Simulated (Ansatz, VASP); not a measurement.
# One calculation of Ti, two programs

```xyz
2
Lattice="2.8639 0.0000 0.0000 -1.4319 2.4802 0.0000 0.0000 0.0000 4.5400" Properties=species:S:1:pos:R:3 pbc="T T T"
Ti    0.0000    1.6535    1.1350
Ti    1.4319    0.8267    3.4050
```

Alike in both runs: task single point; functional LDA; k mesh 13 × 13 × 7; no spin polarisation.

|  | VASP | Ansatz |
| --- | --- | --- |
| version | VASP 6.6.1 | Ansatz 0.2.0 |
| potentials or method | VASP PAW LDA potentials, release 64 (Ti_sv) | plane waves (420 eV) with PAW, scalar-relativistic |
| plane-wave cutoff (eV) | 520 | 420 |
| occupations | methfessel-paxton of order 1, width 0.6 eV | cold, width 0.6 eV |
| valence electrons in the cell | 24 | 24 |

Ansatz gave:

| Quantity | Value |
| --- | --- |
| pressure (GPa) | -0.3 |
| largest component of the traceless stress (GPa) | 0.33 |

Q: What did VASP give for the same quantities?

A: Pressure (GPa): -0.6; largest component of the traceless stress (GPa): 0.06.

Ansatz warned: «pseudo_functional_mismatch».
